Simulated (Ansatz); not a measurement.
The following input was run with Ansatz 0.2.0.

```yaml
crystal:
  lattice:
    - [1.9226858063, 1.1100631678, 6.3696830259]
    - [-1.9226858063, 1.1100631678, 6.3696830259]
    - [0.0, -2.2201263357, 6.3696830259]
  atoms:
    - { symbol: Ga, position: [0.4355819192, 0.4355819192, 0.4355819192] }
    - { symbol: Ga, position: [0.5644180808, 0.5644180808, 0.5644180808] }
    - { symbol: P, position: [0.0575098537, 0.0575098537, 0.0575098537] }
    - { symbol: P, position: [0.9424901463, 0.9424901463, 0.9424901463] }
basis:
  ecutwfc: 420
kpoints:
  mp_grid: { grid: [9, 9, 9] }
hamiltonian:
  xc: pbe
scf:
  occupations: { method: gaussian, width: 0.02 }
output:
  forces: true
  stress: true
  eigenvalues: true
relax:
  adjacent_minimum: "off"
  f_tol: 0.01
  max_steps: 30
  cell: { stress_tol: 0.1, fix: [volume] }
```

Command:
```bash
ansatz run input.yaml --threads 1 --pin off --max-ram 2560MiB --backend cpu --events-out ev --progress --plain --runs-dir out
```

The calculation used Ansatz 0.2.0, DFT PBE, scalar-relativistic, plane waves, PAW.

Abridged output (iterations and final results):

```
SCF iter   1: F=—  HF=-9078.584909 eV  |F-HF|=—  |Δ(HF+E_count)|=         —  Δρ=2.75e-3  dr2=2.09e-2  ethr=1.77e-3  ⟨swp⟩=6.8  Hψ=9846  notcnv=0
SCF iter   2: F=—  HF=-9078.578016 eV  |F-HF|=—  |Δ(HF+E_count)|=   6.89e-3  Δρ=1.09e-3  dr2=1.26e-3  ethr=5.80e-5  ⟨swp⟩=4.0  Hψ=4943  notcnv=0
SCF iter   3: F=—  HF=-9078.577790 eV  |F-HF|=—  |Δ(HF+E_count)|=   2.26e-4  Δρ=4.86e-4  dr2=2.30e-4  ethr=3.49e-6  ⟨swp⟩=2.0  Hψ=3597  notcnv=0
SCF iter   4: F=—  HF=-9078.577785 eV  |F-HF|=—  |Δ(HF+E_count)|=   5.22e-6  Δρ=2.39e-4  dr2=4.88e-5  ethr=6.38e-7  ⟨swp⟩=2.0  Hψ=3400  notcnv=0
SCF iter   5: F=—  HF=-9078.577835 eV  |F-HF|=—  |Δ(HF+E_count)|=   5.00e-5  Δρ=6.52e-5  dr2=3.75e-6  ethr=1.35e-7  ⟨swp⟩=3.0  Hψ=3911  notcnv=0
SCF iter   6: F=—  HF=-9078.577837 eV  |F-HF|=—  |Δ(HF+E_count)|=   2.17e-6  Δρ=1.56e-5  dr2=1.44e-7  ethr=1.04e-8  ⟨swp⟩=2.0  Hψ=3412  notcnv=0
SCF iter   7: F=-9078.577837 eV  HF=-9078.577837 eV  |F-HF|=1.92e-8  |Δ(HF+E_count)|=   1.94e-7  Δρ=8.28e-6  dr2=3.11e-8  ethr=2.78e-10  ⟨swp⟩=7.0  Hψ=9005  notcnv=0
SCF 1 converged in 7 iterations: F = -9078.577837 eV  dr2 = 3.11e-8
relax step   1: F+E_penalty+E_count = -9078.57783714 eV  Δ(F+E_penalty+E_count) = +0.000e0 eV  max|allowed force component| = 7.569e-2 eV/Å  Δτ_max = 0.0000 Å  P = +2.323 GPa  Ω = 81.569 Å³  fix = [volume]  reactions: volume +2.323 GPa (7 SCF iters, dr2 threshold 1.00e-7 eV, accepted)
Basis set: ecut = 420 eV, 1587 PW (Γ), FFT grids on a1−a3, a2−a3, a3, exchange–correlation on 54×54×96 points (8 copies of the dense FFT grid, shifted against one another)
Initial density: handed on by an earlier stage of this run
Initial wavefunctions: those handed on with the density
SCF iter   1: F=—  HF=-9078.578208 eV  |F-HF|=—  |Δ(HF+E_count)|=         —  Δρ=3.68e-4  dr2=8.12e-5  ethr=1.71e-7  ⟨swp⟩=3.0  Hψ=11302  notcnv=0
SCF iter   2: F=—  HF=-9078.578186 eV  |F-HF|=—  |Δ(HF+E_count)|=   2.20e-5  Δρ=1.81e-4  dr2=1.62e-5  ethr=1.71e-7  ⟨swp⟩=2.0  Hψ=2329  notcnv=0
SCF iter   3: F=—  HF=-9078.578182 eV  |F-HF|=—  |Δ(HF+E_count)|=   3.77e-6  Δρ=3.33e-5  dr2=8.68e-7  ethr=4.51e-8  ⟨swp⟩=2.0  Hψ=2480  notcnv=0
SCF iter   4: F=-9078.578182 eV  HF=-9078.578182 eV  |F-HF|=1.66e-7  |Δ(HF+E_count)|=   1.04e-7  Δρ=1.10e-5  dr2=9.65e-8  ethr=9.95e-10  ⟨swp⟩=7.6  Hψ=9196  notcnv=0
SCF 2 converged in 4 iterations: F = -9078.578182 eV  dr2 = 9.65e-8
relax step   2: F+E_penalty+E_count = -9078.57818201 eV  Δ(F+E_penalty+E_count) = -3.449e-4 eV  max|allowed force component| = 3.772e-2 eV/Å  Δτ_max = 0.0037 Å  P = +2.277 GPa  Ω = 81.569 Å³  energy of the carried Pulay correction = +6.408e-18 eV  fix = [volume]  reactions: volume +2.277 GPa (4 SCF iters, dr2 threshold 3.58e-7 eV, accepted)
SCF iter   1: F=—  HF=-9078.578258 eV  |F-HF|=—  |Δ(HF+E_count)|=         —  Δρ=9.13e-5  dr2=7.61e-6  ethr=1.91e-8  ⟨swp⟩=3.0  Hψ=11028  notcnv=0
SCF iter   2: F=—  HF=-9078.578252 eV  |F-HF|=—  |Δ(HF+E_count)|=   6.22e-6  Δρ=4.59e-5  dr2=1.09e-6  ethr=1.91e-8  ⟨swp⟩=2.0  Hψ=2244  notcnv=0
SCF iter   3: F=—  HF=-9078.578252 eV  |F-HF|=—  |Δ(HF+E_count)|=   7.49e-8  Δρ=1.47e-5  dr2=1.11e-7  ethr=3.02e-9  ⟨swp⟩=2.2  Hψ=2442  notcnv=0
SCF iter   4: F=-9078.578252 eV  HF=-9078.578252 eV  |F-HF|=6.18e-8  |Δ(HF+E_count)|=   3.67e-8  Δρ=6.83e-6  dr2=2.83e-8  ethr=2.47e-10  ⟨swp⟩=6.4  Hψ=8595  notcnv=0
SCF 3 converged in 4 iterations: F = -9078.578252 eV  dr2 = 2.83e-8
relax step   3: F+E_penalty+E_count = -9078.57825196 eV  Δ(F+E_penalty+E_count) = -6.996e-5 eV  max|allowed force component| = 1.237e-2 eV/Å  Δτ_max = 0.0014 Å  P = +2.272 GPa  Ω = 81.569 Å³  energy of the carried Pulay correction = -3.204e-18 eV  fix = [volume]  reactions: volume +2.272 GPa (4 SCF iters, dr2 threshold 8.89e-8 eV, accepted)
SCF iter   1: F=—  HF=-9078.578265 eV  |F-HF|=—  |Δ(HF+E_count)|=         —  Δρ=3.77e-5  dr2=1.14e-6  ethr=2.83e-9  ⟨swp⟩=3.8  Hψ=11338  notcnv=0
SCF iter   2: F=—  HF=-9078.578260 eV  |F-HF|=—  |Δ(HF+E_count)|=   5.34e-6  Δρ=1.99e-5  dr2=1.71e-7  ethr=2.83e-9  ⟨swp⟩=3.0  Hψ=3359  notcnv=0
SCF iter   3: F=—  HF=-9078.578260 eV  |F-HF|=—  |Δ(HF+E_count)|=   2.27e-8  Δρ=7.46e-6  dr2=2.83e-8  ethr=4.75e-10  ⟨swp⟩=2.1  Hψ=3083  notcnv=0
SCF iter   4: F=-9078.578260 eV  HF=-9078.578260 eV  |F-HF|=3.11e-10  |Δ(HF+E_count)|=   1.38e-9  Δρ=2.39e-6  dr2=4.27e-9  ethr=2.65e-11  ⟨swp⟩=6.2  Hψ=8440  notcnv=0
SCF 4 converged in 4 iterations: F = -9078.578260 eV  dr2 = 4.27e-9
relax step   4: F+E_penalty+E_count = -9078.57825968 eV  Δ(F+E_penalty+E_count) = -7.719e-6 eV  max|allowed force component| = 8.961e-4 eV/Å  Δτ_max = 0.0005 Å  P = +2.269 GPa  Ω = 81.569 Å³  energy of the carried Pulay correction = +6.408e-18 eV  fix = [volume]  reactions: volume +2.269 GPa (4 SCF iters, dr2 threshold 9.56e-9 eV, accepted)
Initial wavefunctions: pseudopotential atomic-orbital guess (no wavefunctions were taken with the density)
SCF iter   1: F=—  HF=-9078.578264 eV  |F-HF|=—  |Δ(HF+E_count)|=         —  Δρ=3.22e-6  dr2=6.14e-9  ethr=5.24e-7  ⟨swp⟩=3.6  Hψ=15020  notcnv=0
SCF iter   2: F=—  HF=-9078.578260 eV  |F-HF|=—  |Δ(HF+E_count)|=   3.58e-6  Δρ=1.83e-6  dr2=2.21e-9  ethr=1.71e-11  ⟨swp⟩=4.1  Hψ=5060  notcnv=0
SCF iter   3: F=—  HF=-9078.578260 eV  |F-HF|=—  |Δ(HF+E_count)|=  9.82e-11  Δρ=1.13e-6  dr2=9.58e-10  ethr=6.15e-12  ⟨swp⟩=2.0  Hψ=2980  notcnv=0
SCF iter   4: F=-9078.578260 eV  HF=-9078.578260 eV  |F-HF|=3.82e-11  |Δ(HF+E_count)|=  7.04e-10  Δρ=3.59e-7  dr2=8.01e-11  ethr=1.00e-12  ⟨swp⟩=5.0  Hψ=9629  notcnv=0
SCF 5 converged in 4 iterations: F = -9078.578260 eV  dr2 = 8.01e-11
SCF converged after 4 iterations
Free energy (F): -9078.578260 eV
Harris-Foulkes:  -9078.578260 eV  (|F-HF|=3.82e-11)
Internal energy: -9078.578260 eV  (E = F + TS)
E sigma→0 (E₀):  -9078.578260 eV
Fermi energy:    7.782476 eV
--- Per-component energies (eV) ---
  E_band       = -115.570913
  E_kinetic    = 372.976475
  E_local      = -4483.195483  (includes V_loc(G=0)·N_el)
  E_nonlocal   = 915.308786
  E_hartree    = 2075.865660
  E_xc         = -261.932155
  E_vxc        = -238.457614  (∫ρ·V_xc dr)
  E_paw        = -5114.303463  (= ΣΔE_a)
  E_vpaw       = -833.934691  (= ΣTr[D̂ρ^β])
  E_aug_tail   = -0.000203  (compensation charges beyond the density's cutoff)
  E_ewald      = -2583.297878
  E_smearing   =  0.000000  (= −TS)
--- Forces (eV/Å), atoms counted from 1 ---
  atom   1  Ga     0.00000000     0.00000000    -0.00089593
  atom   2  Ga     0.00000000     0.00000000     0.00089593
  atom   3  P      0.00000000     0.00000000     0.00051544
  atom   4  P      0.00000000     0.00000000    -0.00051544
--- Stress (GPa, compression-positive) ---
        2.267146       0.000000       0.000000
        0.000000       2.267146       0.000000
        0.000000       0.000000       2.274133
  P = ⅓ Tr σ = 2.2695 GPa (22.695 kbar)
--- Band table (eV; the first three rows and the last of 85) ---
  k-point 0: bands = ["-7.4586", "-7.3174", "-7.3174", "-7.3007", "-7.3007", "-7.2445", "-7.2445", "-7.1122", "-7.1122", "-7.1061", "-5.9802", "-3.2376", "0.0120", "5.5236", "5.5236", "7.0789", "7.3378", "7.3378", "8.5666", "9.0573", "10.0980", "11.0117"]
  k-point 1: bands = ["-7.4557", "-7.3352", "-7.3160", "-7.3091", "-7.2950", "-7.2471", "-7.2410", "-7.1204", "-7.1129", "-7.0896", "-5.8484", "-3.1212", "0.0999", "4.6912", "5.3598", "6.1747", "6.8519", "7.0136", "9.3172", "9.5530", "10.3161", "11.2422"]
  k-point 2: bands = ["-7.4494", "-7.3735", "-7.3272", "-7.3131", "-7.2804", "-7.2540", "-7.2311", "-7.1279", "-7.1149", "-7.0633", "-5.4864", "-2.7869", "0.2861", "3.3975", "4.4503", "5.0030", "6.2344", "6.3922", "9.6432", "9.9260", "10.2523", "12.2518"]
  k-point 84: bands = ["-7.4524", "-7.3269", "-7.3178", "-7.3143", "-7.2975", "-7.2483", "-7.2420", "-7.1322", "-7.1110", "-7.0928", "-5.6054", "-3.8656", "2.1420", "3.5162", "4.7895", "5.4020", "6.3437", "6.8994", "9.3266", "10.1838", "11.1654", "11.4584"]
--- Relaxed structure (4 steps of the walk, 4 accepted, 1 SCFs on fresh bases) ---
  F+E_penalty+E_count = -9078.57826002 eV   max|allowed force component| = 8.959e-4 eV/Å   (the final SCF, on the basis selected at the relaxed cell)
  cell:  # Å, volume = 81.5690 Å³
    - [1.92163762, 1.10945800, 6.37663373]
    - [-1.92163762, 1.10945800, 6.37663373]
    - [0.0, -2.21891600, 6.37663373]
  atoms:
    - { symbol: Ga, position: [0.43574341, 0.43574341, 0.43574341] }
    - { symbol: Ga, position: [0.56425658, 0.56425658, 0.56425658] }
    - { symbol: P, position: [0.05764586, 0.05764586, 0.05764586] }
    - { symbol: P, position: [0.94235413, 0.94235413, 0.94235413] }
```

The relaxation met its thresholds.

It took 44 s on 1 thread of Arm Neoverse V1, with other jobs on the host, peak memory 0.43 GiB.